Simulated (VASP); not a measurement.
Wanted: the native input for a VASP 6.6.1 run.

| Item | Value |
| --- | --- |
| Task | single point |
| Functional | r2SCAN |
| Dispersion | D3(BJ) |
| Potentials or basis | VASP PAW PBE potentials, release 64 (O, H, F) |
| Cutoff | 520 eV |
| k mesh | 1 × 1 × 1 |
| Occupations | fermi-dirac, width 0.05 eV |
| Spin | no spin polarisation |
| Dipole correction | no |
| Further INCAR settings | LREAL = Auto; ALGO = Normal; EDIFF = 1e-06; NBANDS = 55 |

The system is H17O8F.

```
CELL_PARAMETERS angstrom
6.49507 0.00000 0.00000
0.00000 6.49507 0.00000
0.00000 0.00000 6.49507
ATOMIC_POSITIONS crystal
O 0.96016 0.68352 0.60705
O 0.68269 0.40990 0.43978
O 0.09727 0.80908 0.00242
O 0.85918 0.17315 0.97049
O 0.14848 0.26021 0.63373
O 0.59310 0.49123 0.86403
O 0.32315 0.71407 0.33749
O 0.16965 0.21211 0.24485
H 0.87603 0.79289 0.59143
H 0.87961 0.56603 0.57924
H 0.55213 0.45382 0.37783
H 0.72897 0.25846 0.44789
H 0.95732 0.87185 0.01851
H 0.12950 0.74623 0.86553
H 0.97151 0.14274 0.87491
H 0.77915 0.27552 0.88613
H 0.14771 0.29780 0.49053
H 0.24566 0.16536 0.69490
H 0.65785 0.63000 0.86401
H 0.53644 0.45650 0.73083
H 0.25422 0.76675 0.22329
H 0.22919 0.74247 0.46565
H 0.06654 0.26716 0.15355
H 0.25712 0.14183 0.14797
H 0.51493 0.88004 0.36557
F 0.63648 0.95976 0.40343
```

The cell was built by a generator and needn't be a form met in nature.

One way to write it, as run:

POSCAR

```
H17O8F
1.0
    6.4950650000      0.0000000000      0.0000000000
    0.0000000000      6.4950650000      0.0000000000
    0.0000000000      0.0000000000      6.4950650000
O H F
8 17 1
Direct
    0.9601597521      0.6835189486      0.6070455030
    0.6826875482      0.4098958209      0.4397800484
    0.0972738533      0.8090758137      1.0024226085
    0.8591753893      0.1731468430      0.9704906725
    0.1484819628      0.2602129463      0.6337272991
    0.5930964509      0.4912344988      0.8640252253
    0.3231530400      0.7140652172      0.3374869997
    0.1696518819      0.2121148903      0.2448474342
    0.8760343430      0.7928942974      0.5914336500
    0.8796062857      0.5660297472      0.5792397767
    0.5521268840      0.4538214783      0.3778253181
    0.7289688402      0.2584577676      0.4478939010
   -0.0426785567      0.8718465481      1.0185117470
    0.1294983191      0.7462280978      0.8655340632
    0.9715068286      0.1427391412      0.8749104128
    0.7791453973      0.2755168732      0.8861343189
    0.1477121476      0.2977953261      0.4905262688
    0.2456634383      0.1653563128      0.6948968178
    0.6578533086      0.6300013934      0.8640098290
    0.5364380495      0.4565004353      0.7308317931
    0.2542237837      0.7667513720      0.2232926075
    0.2291893923      0.7424713994      0.4656458403
    0.0665428291      0.2671566797      0.1535473471
    0.2571182890      0.1418307592      0.1479738848
    0.5149294118      0.8800373822      0.3655698596
    0.6364832377      0.9597594481      0.4034293729
```

INCAR.step1

```
  PREC = Accurate
  ENCUT = 520
  ISMEAR = -1
  SIGMA = 0.05
  LREAL = Auto
  LASPH = T
  NELM = 100
  NBANDS = 55
  GGA = PE
  ALGO = Normal
  EDIFF = 1E-4
  LWAVE = T
  LCHARG = F
```

INCAR.step2

```
  PREC = Accurate
  ENCUT = 520
  EDIFF = 1E-6
  ISMEAR = -1
  SIGMA = 0.05
  LREAL = Auto
  LASPH = T
  NELM = 100
  ALGO = Normal
  ISIF = 2
  LWAVE = F
  LCHARG = T
  METAGGA = R2SCAN
  LMIXTAU = T
  IVDW = 12
  VDW_S6 = 1.0
  VDW_S8 = 0.78981345
  VDW_A1 = 0.49484001
  VDW_A2 = 5.73083694
  LELF = T
  LVHAR = T
  NBANDS = 55
  ISTART = 1
```

KPOINTS

```
regular mesh
0
Gamma
  1 1 1
```

Potentials or basis: VASP PAW PBE potentials, release 64 (O, H, F).

Run with:

```bash
$ cat potpaw_PBE.64/O/POTCAR potpaw_PBE.64/H/POTCAR potpaw_PBE.64/F/POTCAR > POTCAR
$ cp INCAR.step1 INCAR
$ mpirun -np 1 vasp_gam > vasp.out
$ cp INCAR.step2 INCAR
$ mpirun -np 1 vasp_gam > vasp.out
```

Results of the run:

| Property | Result |
| --- | --- |
| Pressure | -1.3 GPa |
| Largest force | 4.770 eV/Å |
| Band gap on the k mesh | 4.95 eV, direct |
| Dispersion energy per atom | -0.016 eV |

Caveat: the PAW data sets were made with another functional, which shifts forces and pressure a little.

It took 72 s on 1 thread of Intel(R) Xeon(R) 6975P-C (Granite Rapids), on a shared host, peak memory 0.33 GiB.
